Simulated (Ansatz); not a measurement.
# Al₂Cu: an elastic constant from a strain scan

Computed with Ansatz, DFT PBEsol, scalar-relativistic, plane waves, PAW. Cutoff 420 eV, Γ-centred 12×12×16 k-points, Gaussian smearing of 0.15 eV. No spin polarisation. Energies are free energies at this smearing, counted from the undisturbed cell; pressure is positive in compression.

Reference structure (relaxed at this level; it needn't be the usual structure):

```xyz
3
Lattice="4.0842 0.0000 0.0000 0.0000 4.0842 0.0000 0.0000 0.0000 2.8464" Properties=species:S:1:pos:R:3 pbc="T T T"
Al    2.0421    0.0000    1.4232
Al    0.0000    2.0421    1.4232
Cu    0.0000    0.0000    0.0000
```

The cell is strained by ε times the Voigt pattern (0, 0, 0, 0, 1, 0) (xx, yy, zz, yz, xz, xy; engineering shear) with fractional coordinates fixed. The cell holds 3 atoms in V0 = 47.48 Å³. The stress column is τ = (1/V0) dE/dε, got from the stress tensor σ (compression positive) at each point as −det(1 + εP) σ : P(1 + εP)⁻¹, with P the pattern as a tensor.

```csv
ε,ΔE (meV/atom),τ (GPa)
-0.0175,0.914,-1.054
-0.0150,0.671,-0.905
-0.0125,0.466,-0.755
-0.0100,0.299,-0.604
-0.0075,0.168,-0.453
-0.0050,0.075,-0.302
-0.0025,0.019,-0.151
0.0000,0.000,0.000
0.0025,0.019,0.151
0.0050,0.075,0.302
0.0075,0.168,0.453
0.0100,0.299,0.604
0.0125,0.466,0.755
0.0150,0.671,0.905
0.0175,0.914,1.054
0.0200,?,?
```

**Question.** Which combination of elastic constants does this scan measure, and how large is it?

**Answer.** For small ε, τ = τ0 + Kε with K = pᵀCp, which for this pattern is C55 in the Cartesian frame shown. The parabola through τ at ε = -0.0025, 0 and 0.0025 has slope K = 60 GPa at zero. The energies per cell, E = NΔE, of the wider pair ε = ±0.0175 give K = 2[E(ε₊)/ε₊ − E(ε₋)/ε₋]/[(ε₊ − ε₋)V0] = 60 GPa, in agreement.

**Question.** Predict the withheld row at ε = 0.0200 from the harmonic law, and compare.

**Answer.** ΔE = V0(τ0 ε + Kε²/2)/N = 1.194 meV/atom and τ = 1.21 GPa. The calculation gives 1.192 meV/atom and 1.20 GPa, a miss of 0.01 meV/atom at most, so the harmonic law still holds here.

In a metal these slopes depend on the k mesh and the smearing.

Cost: 9 runs of about 4.2 core-minutes in all, on Arm Neoverse V2 (shared hosts).